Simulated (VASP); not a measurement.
Runs of VASP 6.6.1 on NaCl. Symmetry: Pm-3m, No. 221, cubic system. Conventional cell: a = 3.370 Å, b = 3.370 Å, c = 3.370 Å, α = 90.00°, β = 90.00°, γ = 90.00°. Na (site symmetry m-3m) has 8 Cl at 2.92 Å as nearest neighbours. Cl (site symmetry m-3m) has 8 Na at 2.92 Å as nearest neighbours. The cell was built by a generator and needn't be a form met in nature.

```csv
task,level,potentials or basis,cell,k mesh,cutoff (eV),smearing,gap on the mesh (eV),pressure (GPa),relaxed volume (Å³/atom)
single point,LDA,"VASP PAW LDA potentials, release 64 (Na_pv, Cl)","Pm-3m, 19.14 Å³/atom",6 × 6 × 6,520,fermi-dirac 0.02 eV,4.01,-0.1,-
single point,PBE,"VASP PAW PBE potentials, release 64 (Na_pv, Cl)","Pm-3m, 21.56 Å³/atom",8 × 8 × 8,520,fermi-dirac 0.02 eV,3.97,0.0,-
dielectric tensor,r2SCAN,"VASP PAW PBE potentials, release 64 (Na_pv, Cl)","Pm-3m, 20.7 Å³/atom",6 × 6 × 6,520,gaussian 0.01 eV,4.95,-,-
relaxation of cell and atoms,LDA,"VASP PAW LDA potentials, release 64 (Na_pv, Cl)",relaxed,6 × 6 × 6,600,fermi-dirac 0.02 eV,4.01,0.0,(a)
relaxation of cell and atoms,PBE,"VASP PAW PBE potentials, release 64 (Na_pv, Cl)",relaxed,8 × 8 × 8,600,fermi-dirac 0.02 eV,3.97,0.0,21.54
```

Alike in all rows: no spin polarisation.

Task: Fill in the values left out.

Result: (a) 19.12.

Caveats: the PAW data sets were made with another functional, which shifts forces and pressure a little (some runs); the volume moved by over 15 % at a fixed basis, so the end points are rough (some runs).

A k mesh can miss the band edges.
